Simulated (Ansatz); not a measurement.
HfO2:

```
CELL_PARAMETERS angstrom
3.55802 0.00000 0.00000
0.00000 3.55802 0.00000
0.00000 0.00000 5.17186
ATOMIC_POSITIONS crystal
Hf 0.00000 0.00000 0.00000
Hf 0.50000 0.50000 0.50000
O 0.00000 0.50000 0.19721
O 0.50000 0.00000 0.30279
O 0.50000 0.00000 0.80279
O 0.00000 0.50000 0.69721
```

Measurements of this composition are mostly on another form, of space group No. 14.

* Program: Ansatz 0.2.0
* Task: relaxation of cell and atoms
* Functional: PBE
* Potentials or basis: Ansatz PAW
* Cutoff: 420 eV (not typed: the program's choice for these potentials)
* k mesh: 8 × 8 × 5
* Occupations: fermi-dirac, width 0.05 eV
* Spin: no spin polarisation

At the start: volume 10.91 Å³/atom.

How do energy, volume and symmetry change on relaxing?

It ends after 8 steps and the volume is 11.40 Å³/atom (+4.4 %); space group P4_2/nmc (No. 137, to 0.05 Å).

The path:
```csv
step,energy change (eV),largest force (eV/Å),volume (Å³)
1,0.0000,0.1402,65.47
2,-0.0591,0.0668,68.64
3,-0.0643,0.0272,68.17
4,-0.0644,0.0133,68.20
5,-0.0643,0.0010,68.23
6,-0.0810,0.0025,68.23
7,-0.0805,0.0004,68.38
8,-0.0813,0.0004,68.38
```

Final structure:
```yaml
crystal:
  lattice:
    - [3.60432, 0.00000, 0.00000]
    - [0.00000, 3.60432, 0.00000]
    - [0.00000, 0.00000, 5.26357]
  atoms:
    - { symbol: Hf, position: [0.00000, 0.00000, 0.00000] }
    - { symbol: Hf, position: [0.50000, 0.50000, 0.50000] }
    - { symbol: O, position: [0.00000, 0.50000, 0.19329] }
    - { symbol: O, position: [0.50000, 0.00000, 0.30671] }
    - { symbol: O, position: [0.50000, 0.00000, 0.80671] }
    - { symbol: O, position: [0.00000, 0.50000, 0.69329] }
```

Caveat: the plane-wave basis is chosen anew once the cell has moved, so the energies of steps on either side of that aren't comparable; the pressure holds a Pulay correction of +0.8 GPa for the finite cutoff.
